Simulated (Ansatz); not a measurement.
GaSb: pressure and energy less free atoms against volume per atom

All results are calculated (Ansatz 0.2.0). Periodic Kohn-Sham DFT of a crystal at fixed atoms; pressure and stress are positive in compression; the energy is the free energy less that of spherical unpolarised free atoms; site moments are those in the method's own spheres, positive along +z.

Cell of the first row (space group F-43m, No. 216):
```
GaSb
1.0
      0.0000     3.0452     3.0452
      3.0452     0.0000     3.0452
      3.0452     3.0452     0.0000
Ga Sb
1 1
Direct
  0.00000 0.00000 0.00000
  0.25000 0.25000 0.25000
```

Settings of every row: method all-electron LAPW; functional PBE; relativity scalar; k mesh 9x9x9; filling fermi-dirac; smearing width 0.08 eV; basis error target 1 meV/atom; nucleus gaussian.

Atom start moment: 0 on all atoms.

Limits: no spin-orbit coupling on heavy atoms.

Limits of some rows: small gap, it may come from the mesh (row 1).

| row | volume per atom (Å³) | pressure (GPa) | energy less free atoms (eV/atom) |
| --- | --- | --- | --- |
| 1 | 28.238 | 3.116 | -3.6629 |
| 2 | 29.123 | ? | ? |
| 3 | 30.024 | -0.03 | -3.6791 |
| 4 | 30.925 | -1.255 | -3.6754 |
| 5 | 31.825 | -2.281 | -3.6653 |

Question: what pressure and energy less free atoms should row 2 give?

Worked fit of pressure. Take u = (V_r/V)^(2/3) − 1 with V_r = 30.474 Å³ an atom, which is twice the finite (Eulerian) strain; such expansions in the strain, on which the Birch-Murnaghan equation of state is built, carry the rest volume and the bulk modulus. The shown rows have u = 0.05212, 0.00997, -0.00975, -0.0285. Least squares give pressure = −0.669 + 62.223 × u + 199.43 × u² GPa; a straight line predicts inner rows, each left out in turn, worse (root mean square 0.2 against 0.0034 GPa). The rows lie off it by 0.000, -0.001, 0.002, -0.001. The pressure vanishes at u = 0.0104, or V = 30 Å³ an atom, and there the bulk modulus at fixed shape and fractions is B = −V dP/dV = (2/3)(1 + u) dP/du = 44.7 GPa. The withheld row has u = 0.03069, so the fit gives −0.669 + 62.223 × (0.03069) + 199.43 × (0.03069)² = 1.428 GPa.

The calculation gave 1.427 GPa. The fit lies 0.001 GPa (0.019 % of the column's range) above it, one unit of the last digit.

Worked fit of energy less free atoms. Take u = (V_r/V)^(2/3) − 1 with V_r = 30.474 Å³ an atom, which is twice the finite (Eulerian) strain; such expansions in the strain, on which the Birch-Murnaghan equation of state is built, carry the rest volume and the bulk modulus. The shown rows have u = 0.05212, 0.00997, -0.00975, -0.0285. Least squares give energy less free atoms = −3.67813 − 0.1879 × u + 9.21 × u² eV/atom; a straight line predicts inner rows, each left out in turn, worse (root mean square 0.0091 against 4.1e-05 eV/atom). All shown rows lie on it to the printed digit. Its lowest point lies at u = 0.0102, or V = 30.01 Å³ an atom, and the curvature there gives the bulk modulus at fixed shape and fractions, B = (4/9)(1 + u)² E″(u)/V = 44.6 GPa. The withheld row has u = 0.03069, so the fit gives −3.67813 − 0.1879 × (0.03069) + 9.21 × (0.03069)² = -3.6752 eV/atom.

The calculation gave -3.6753 eV/atom. The fit lies 0.0001 eV/atom (0.62 % of the column's range) above it, one unit of the last digit.
